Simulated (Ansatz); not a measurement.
A plane-wave DFT run in Ansatz 0.2.0 (scalar-relativistic PAW potentials unless the input names others): input and command.

```yaml
crystal:
  lattice:
    - [2.9037873376, 0.0, 0.0]
    - [-1.4518936688, 2.5147536015, 0.0]
    - [0.0, 0.0, 9.4945115601]
  atoms:
    - { symbol: Ag, position: [0.3333333333, 0.6666666667, 0.25] }
    - { symbol: Ag, position: [0.6666666667, 0.3333333333, 0.75] }
    - { symbol: Ag, position: [0.0, 0.0, 0.0] }
    - { symbol: Ag, position: [0.0, 0.0, 0.5] }
basis:
  ecutwfc: 420
kpoints:
  mp_grid: { grid: [22, 22, 5] }
hamiltonian:
  xc: pbe
scf:
  occupations: { method: fermi_dirac, width: 0.15 }
output:
  forces: true
  eigenvalues: true
  stress: true
```

```bash
ansatz run input.yaml --threads 1 --pin off --max-ram 3072MiB --backend cpu --events-out ev --progress --plain --runs-dir out
```

Abridged log:
```
Basis set: ecut = 420 eV, 1351 PW (Γ), exchange–correlation on 40×40×128 points (8 copies of the dense FFT grid, shifted against one another)
Bands: 47, of which v1, the nominal top of the filled ones, is band 38 counted from 1 (37 counted from 0)
Symmetry: 24 space group operations
k-points: 156 of 2420
SCF iter   1: F=—  HF=-30362.226886 eV  |F-HF|=—  |Δ(HF+E_count)|=         —  Δρ=1.06e-3  dr2=2.53e-4  ethr=1.77e-3  ⟨swp⟩=5.4  Hψ=23436  notcnv=0  defer=207
SCF iter   2: F=—  HF=-30362.228555 eV  |F-HF|=—  |Δ(HF+E_count)|=   1.67e-3  Δρ=6.14e-4  dr2=7.83e-5  ethr=3.33e-7  ⟨swp⟩=2.8  Hψ=15158  notcnv=0  defer=189
SCF iter   3: F=—  HF=-30362.228690 eV  |F-HF|=—  |Δ(HF+E_count)|=   1.35e-4  Δρ=1.15e-4  dr2=8.91e-6  ethr=1.03e-7  ⟨swp⟩=2.0  Hψ=10434  notcnv=0  defer=189
SCF iter   4: F=—  HF=-30362.228693 eV  |F-HF|=—  |Δ(HF+E_count)|=   2.88e-6  Δρ=3.21e-5  dr2=7.22e-7  ethr=1.17e-8  ⟨swp⟩=2.0  Hψ=10441  notcnv=0  defer=189
SCF iter   5: F=—  HF=-30362.228693 eV  |F-HF|=—  |Δ(HF+E_count)|=   1.96e-7  Δρ=8.20e-6  dr2=1.20e-7  ethr=9.51e-10  ⟨swp⟩=2.3  Hψ=10554  notcnv=0  defer=189
SCF iter   6: F=-30362.228693 eV  HF=-30362.228693 eV  |F-HF|=6.14e-9  |Δ(HF+E_count)|=   2.87e-8  Δρ=3.35e-6  dr2=1.08e-8  ethr=1.32e-10  ⟨swp⟩=8.2  Hψ=27517  notcnv=0
SCF 1 converged in 6 iterations: F = -30362.228693 eV  dr2 = 1.08e-8
SCF converged after 6 iterations
Free energy (F): -30362.228693 eV
Harris-Foulkes:  -30362.228693 eV  (|F-HF|=6.14e-9)
Internal energy: -30362.149851 eV  (E = F + TS)
E sigma→0 (E₀):  -30362.189272 eV
Entropy (-TS):   -0.078842 eV (-19.711 meV/atom)
Fermi energy:    17.031501 eV
--- Forces (eV/Å), atoms counted from 1 ---
  atom   1  Ag     0.00000000     0.00000000     0.00000000
  atom   2  Ag     0.00000000     0.00000000     0.00000000
  atom   3  Ag     0.00000000     0.00000000     0.00000000
  atom   4  Ag     0.00000000     0.00000000     0.00000000
--- Stress (GPa, compression-positive) ---
        2.926544       0.000000       0.000000
        0.000000       2.926544       0.000000
        0.000000       0.000000       3.118061
  P = ⅓ Tr σ = 2.9904 GPa (29.904 kbar)
```

Apart from outputs, empty bands and the relaxation, which only the reference makes, the input differs from a reference run on usual settings in kpoints.mp_grid.grid: [18, 18, 4] → [22, 22, 5]. The reference, at the same geometry, ended its own course with pressure 3.01 GPa, largest force 0.000 eV/Å, no gap on the mesh. This run converged in 6 SCF iterations with an energy at zero smearing 0.69 meV/atom below the reference's, pressure 2.99 GPa, largest force 0.000 eV/Å, no gap on the mesh.

It took 11 s on 1 thread of Intel(R) Xeon(R) Platinum 8488C (Sapphire Rapids), with other jobs on the host, peak memory 0.62 GiB.